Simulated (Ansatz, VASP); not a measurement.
# Two plane-wave programs on Ga

```xyz
2
Lattice="2.8588 0.0548 0.0523 0.0647 3.2551 0.0464 -1.3071 0.0300 3.9887" Properties=species:S:1:pos:R:3 pbc="T T T"
Ga    2.4289    0.7900    0.9519
Ga   -0.8126    2.5498    3.1355
```

Alike in both runs: task single point; functional PBEsol; k mesh 14 × 12 × 10; occupations gaussian, width 0.1 eV; no spin polarisation.

```csv
,VASP,Ansatz
version,VASP 6.6.1,Ansatz 0.2.0
potentials or method,"VASP PAW PBE potentials, release 64 (Ga_d)","scalar-relativistic, plane waves, PAW"
plane-wave cutoff (eV),520,420
valence electrons in the cell,26,26
```

Ansatz gave:

* gap on the k mesh at the Fermi level (eV): none
* pressure (GPa): 0.0
* largest component of the traceless stress (GPa): 2.58
* rms of the force components (eV/Å): 0.506

Problem. Which values does VASP return?

Solution. gap on the k mesh at the Fermi level (eV): none; pressure (GPa): 0.1; largest component of the traceless stress (GPa): 2.60; rms of the force components (eV/Å): 0.507.

Atom by atom the forces differ by 0.001 eV/Å (rms over components). A gap of «none» marks a metal or a gap that the smearing closes.

Caveats: the PAW data sets were made with another functional, which shifts forces and pressure a little (VASP).
